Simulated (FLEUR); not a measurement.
# Anisotropy of free Co(001) film, 3 layers with FLEUR, part 2 of 2

One state of free Co(001) film, 3 layers is converged without symmetry. Force theorems then give its anisotropy.

FLEUR MaX-R8.1; PBE; all-electron FLAPW film, Dirac cores, scalar-relativistic bands.

So far. Step 2 (The magnetic state): After 42 cycles the largest moment stands at 1.92 μB.

## (5) Spin–orbit coupling, moments along z

Level of this step: PBE; all-electron FLAPW film, Dirac cores, scalar-relativistic bands with spin-orbit coupling (FLEUR).

Spin–orbit coupling ties the spins to the lattice and lets orbital moments form.

A new self-consistent run of the start ferro +++, with the moments along z. The k list default-1 (kpts.xml, not shown) is a Γ-centred 30×30×1 mesh.

Input file inp.xml:

```
<?xml version="1.0" encoding="UTF-8" standalone="no"?>
<fleurInput fleurInputVersion="0.39">
   <comment>
      Co
   </comment>
   <calculationSetup>
      <cutoffs Kmax="3.64" Gmax="10.9" GmaxXC="10.9" numbands="111"/>
      <scfLoop itmax="150" minDistance="0.00002" maxIterBroyd="15" imix="Anderson" alpha="0.03" precondParam="0.0" spinf="2.0" sdNocoIR="T"/>
      <coreElectrons ctail="T" frcor="F" kcrel="0" coretail_lmax="0"/>
      <xcFunctional name="pbe" relativisticCorrections="F"/>
      <magnetism jspins="2"/>
      <soc l_soc="T" theta="0.0" phi="0.0" spav="F"/>
      <expertModes spex="0" secvar="F"/>
      <geometryOptimization l_f="F" forcealpha="1.0" forcemix="BFGS" epsdisp="0.00001" epsforce="0.00001"/>
      <ldaU l_linMix="F" mixParam="0.05" spinf="1.0"/>
   </calculationSetup>
   <cell>
      <bzIntegration valenceElectrons="51.0" mode="hist" fermiSmearingEnergy="0.00183747">
         <kPointListSelection listName="default-1"/>
         <xi:include xmlns:xi="http://www.w3.org/2001/XInclude" href="kpts.xml"> </xi:include>
      </bzIntegration>
      <xi:include xmlns:xi="http://www.w3.org/2001/XInclude" href="sym.xml"> </xi:include>
      <filmLattice scale="1.0" dVac="12.0" dTilda="14.5">
         <bravaisMatrixFilm>
            <row-1>    4.7369764765348199     0.0000000000000000</row-1>
            <row-2>    0.0000000000000000     4.7369764765348199</row-2>
         </bravaisMatrixFilm>
         <vacuumEnergyParameters vacuum="1" spinUp="-.25" spinDown="-.25"/>
      </filmLattice>
   </cell>
   <atomSpecies>
      <species name="Cobalt (Co2.000" element="Co" atomicNumber="27">
         <mtSphere radius="2.25" gridPoints="745" logIncrement="0.016"/>
         <atomicCutoffs lmax="8" lnonsphr="6"/>
         <electronConfig flipSpins="F">
            <coreConfig>(1s1/2) (2s1/2) (2p1/2) (2p3/2)</coreConfig>
            <valenceConfig>(3s1/2) (3p1/2) (3p3/2) (4s1/2) (3d3/2) (3d5/2)</valenceConfig>
            <stateOccupation state="(3d3/2)" spinUp="1.5" spinDown="1.3"/>
            <stateOccupation state="(3d5/2)" spinUp="3.0" spinDown="1.2"/>
         </electronConfig>
         <energyParameters s="4" p="4" d="3" f="4"/>
         <lo type="SCLO" l="0" n="3" eDeriv="0"/>
         <lo type="SCLO" l="1" n="3" eDeriv="0"/>
      </species>
   </atomSpecies>
   <atomGroups>
      <atomGroup species="Cobalt (Co2.000">
         <filmPos label="                   1">.0000000000 .0000000000 -3.3495417669</filmPos>
         <filmPos label="                   3">.0000000000 .0000000000 3.3495417669</filmPos>
         <force calculate="T" relaxXYZ="TTT"/>
      </atomGroup>
      <atomGroup species="Cobalt (Co2.000">
         <filmPos label="                   2">1.000/2.000 1.000/2.000 .0000000000</filmPos>
         <force calculate="T" relaxXYZ="TTT"/>
      </atomGroup>
   </atomGroups>
   <output dos="F" band="F" slice="F">
      <bandDOS minEnergy="-.5*Htr" maxEnergy="0.5*Htr" sigma="0.015" storeEVData="T"/>
      <plotting iplot="0" polar="F">
         <plot TwoD="T" vec1="  1.0  0.0  0.0" vec2="  0.0  1.0  0.0" vec3="  0.0  0.0  1.0" zero="  0.0  0.0 -0.5" file="plot"/>
      </plotting>
      <moessbauerParams electricFieldGradient="F" isomerShift="F" coreHyperfine="F" valenceHyperfine="F"/>
   </output>
</fleurInput>
```

Input file crystal.txt:

```
Co
&input film=T cartesian=F /
2.50670000000  0.00000000000  0.00000000000
0.00000000000  2.50670000000  0.00000000000
0.00000000000  0.00000000000  1.00000000000
1.8897261246
1.0 1.0 1.0

3
27 0.00000000000  0.00000000000  -3.34954176688 : 2.000
27 0.50000000000  0.50000000000  0.00000000000 : 2.000
27 0.00000000000  0.00000000000  3.34954176688 : 2.000

&soc 0.0000000 0.0000000 /
&kpt div1=30 div2=30 div3=1 gamma=T /
```

Started as:

```console
$ OMP_NUM_THREADS=1 inpgen -f crystal.txt > inpgen.log  # inp.xml is then edited as shown
$ OMP_NUM_THREADS=1 mpirun -n 4 fleur_MPI > fleur.log
```

The program printed:

```text
[banner, memory and clock lines left out]
Welcome to FLEUR        (www.flapw.de)
      MaX-Release 8.1          (www.max-centre.eu)

 ========== k-point set info ==========
 Selected k-point list: default-1
 k-point list type: mesh
 0 x 0 x 0
 Number of k points: 228

 [... set-up left out ...]
 Iteration:     1   Distance:      32.33287706 me/bohr^3
 Iteration:     2   Distance:      11.33050595 me/bohr^3
 Iteration:     3   Distance:      14.07304466 me/bohr^3
 Iteration:     4   Distance:       8.71466837 me/bohr^3
 Iteration:     5   Distance:       7.10497029 me/bohr^3
 Iteration:     6   Distance:       6.50035425 me/bohr^3
 Iteration:     7   Distance:       5.58138125 me/bohr^3
 Iteration:     8   Distance:       3.88481400 me/bohr^3
 Iteration:     9   Distance:       2.52055965 me/bohr^3
 Iteration:    10   Distance:       3.05054737 me/bohr^3
[... 17 iterations left out ...]
 Iteration:    28   Distance:       0.00204384 me/bohr^3
 Iteration:    29   Distance:       0.00056865 me/bohr^3
 Iteration:    30   Distance:       0.00045043 me/bohr^3
 Iteration:    31   Distance:       0.00044167 me/bohr^3
 Iteration:    32   Distance:       0.00031748 me/bohr^3
 Iteration:    33   Distance:       0.00021112 me/bohr^3
 Iteration:    34   Distance:       0.00012010 me/bohr^3
 Iteration:    35   Distance:       0.00005229 me/bohr^3
 Iteration:    36   Distance:       0.00004741 me/bohr^3
 Iteration:    37   Distance:       0.00001880 me/bohr^3

 ********************************************************************
 Run finished successfully
 Stop message:
   all done
 ********************************************************************

--- out.xml (last complete iteration) ---
<iteration numberForCurrentRun="   37" overallNumber="   37">
         [... left out ...]
         <bandgap value="0.0000000000" units="eV"/>
         <sumValenceSingleParticleEnergies value="-70.6318927584" units="Htr"/>
         <FermiEnergy value="-0.1706688225" units="Htr"/>
         [... left out ...]
         <magneticMomentsInMTSpheres units="muBohr">
            <globalMagMoment atomType="1" vec="0.00000   0.00000   1.91643"/>
            <globalMagMoment atomType="2" vec="0.00000   0.00000   1.72189"/>
         </magneticMomentsInMTSpheres>
         <orbitalMomentsInMTSpheres units="muBohr">
            <globalMagMoment atomType="1" vec="0.00000   0.00000   0.09617"/>
            <globalMagMoment atomType="2" vec="0.00000   0.00000   0.07050"/>
         </orbitalMomentsInMTSpheres>
         [... left out ...]
         <totalEnergy value="    -4180.3523187225" units="Htr">
            <sumOfEigenvalues value="    -2449.0383765565">
               <coreElectrons value="-2378.4064837981"/>
               <valenceElectrons value="-70.6318927584"/>
            </sumOfEigenvalues>
         [... left out ...]
            <freeEnergy value="-4180.3538280524"/>
            <extrapolationTo0K value="-4180.3530733875"/>
         </totalEnergy>
         <densityConvergence units="me/bohr^3">
            <chargeDensity spin="1" distance="0.0000057412"/>
            <chargeDensity spin="2" distance="0.0000176911"/>
            <overallChargeDensity distance="0.0000188030"/>
            <spinDensity distance="0.0000183934"/>
         </densityConvergence>
      </iteration>
```

The job ended after 8.3 min (4 MPI ranks of Arm Neoverse V2, shared host; peak memory 0.75 GiB).

Spin moment in the muffin-tin sphere by atom:

| atom | spin moment in the muffin-tin sphere (μB) |
| --- | --- |
| Co1 | 1.92 |
| Co2 | 1.72 |
| Co3 | 1.92 |

Numbers from this step:

```
free energy                                                       : -113753.2227 eV
program's band gap on this mesh (in a metal only a level spacing) : 0 eV
magnetization                                                     : 5.421 μB
final state                                                       : ferromagnetic
orbital moment along the spin                                     : 0.09617 μB
```

Orbital moment in the sphere, along the spin axis by atom:

| atom | orbital moment in the sphere, along the spin axis (μB) |
| --- | --- |
| Co1 | 0.0962 |
| Co2 | 0.0705 |
| Co3 | 0.0962 |

## (6) Outcome

- reference state: ferromagnetic
- largest sphere moment: 1.92 μB
- easy direction of those tried: the plane normal to z
- energy along x less z, force theorem: -0.545 meV a primitive cell
- orbital moment on the atom of largest spin, along its spin (spin–orbit run): 0.0962 μB

What this shows: By the force theorem the moments prefer the plane normal to z, with no direction in it resolved; shape anisotropy is not in it, and in a film it favours the plane. The difference for the second direction goes from -0.62 meV (mesh 20×20×1, 99 states, 2.2 min of CPU time) to -0.55 meV (mesh 30×30×1, 99 states, 4.9 min), so it is not converged. The orbital moment is parallel to the spin, as Hund's third rule has it for a shell over half filled. The state was typed, and no other order was converged beside it, so it need not be the ground state.

[Logs and program files are shortened in this print: banners, set-up blocks, solver, clock and traceback lines can be left out without a mark of their own.]

[Logs are printed without paths, hosts, clocks, repeated set-up lines and the standing remarks that a program may print on its own settings, such as how far it seeks lower states.]

[Hosts, paths, dates, database ids (printed as entryN), source tags and the programs' standing remarks are cut or masked in the printed files.]

[Where a cell is said to come from a database of computed structures, the database is the Materials Project.]
